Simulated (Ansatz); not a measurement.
# How much does the functional matter for the cell of Cu$_{2}$O?

The starting cell is an entry of the Crystallography Open Database (1922):

```yaml
crystal:
  lattice:
    - [4.26000, 0.00000, 0.00000]
    - [0.00000, 4.26000, 0.00000]
    - [0.00000, 0.00000, 4.26000]
  atoms:
    - { symbol: Cu, position: [0.25000, 0.25000, 0.25000] }
    - { symbol: Cu, position: [0.25000, 0.75000, 0.75000] }
    - { symbol: Cu, position: [0.75000, 0.75000, 0.25000] }
    - { symbol: Cu, position: [0.75000, 0.25000, 0.75000] }
    - { symbol: O, position: [0.00000, 0.00000, 0.00000] }
    - { symbol: O, position: [0.50000, 0.50000, 0.50000] }
```

Atoms and cell were relaxed at zero pressure with plane-wave PAW DFT (Ansatz 0.2.0; one set of PAW datasets, made under PBE, for all functionals; 420 eV, r2SCAN 500 eV; 6×6×6 Γ-centred mesh, fermi-dirac occupations of width 0.020 eV; no spin polarisation, no spin-orbit coupling, no dispersion correction), keeping the symmetry (Pn-3m, No. 224).

Task: Which functional gives the smallest cell, and how wide is the spread?

Result: The relaxed conventional cells:

| functional | a (Å) | volume (Å³/atom) | formation energy (eV/atom) |
| --- | --- | --- | --- |
| LDA | 4.165 | 12.04 | -0.505 |
| PBEsol | 4.222 | 12.55 | -0.379 |
| PBE | 4.299 | 13.24 | -0.389 |
| r2SCAN | 4.244 | 12.74 | -0.488 |
| the entry | 4.260 | 12.88 | – |

LDA gives the smallest volume and PBE the largest, 10.0 % more, the usual order, since LDA overbinds and PBE's gradient terms loosen the lattice. Against the entry's volume: LDA -6.5 %, PBEsol -2.6 %, PBE +2.8 %, r2SCAN -1.1 %. No verdict is drawn from this: the entry is old or was flagged in a check, so the entry may be off as well as the functionals. The formation energies span 0.13 eV an atom, lowest under LDA.

Caveats: each relaxation keeps the start's symmetry, so a distorted cell may lie lower; computed cells are at 0 K with fixed nuclei, while the entry holds thermal expansion, often some tenths of a per cent in volume and more in soft crystals; an old entry, and the compound itself may be in doubt; formation energies are at zero smearing against the elements' usual phases under the same functional, gases as free molecules, uncorrected.
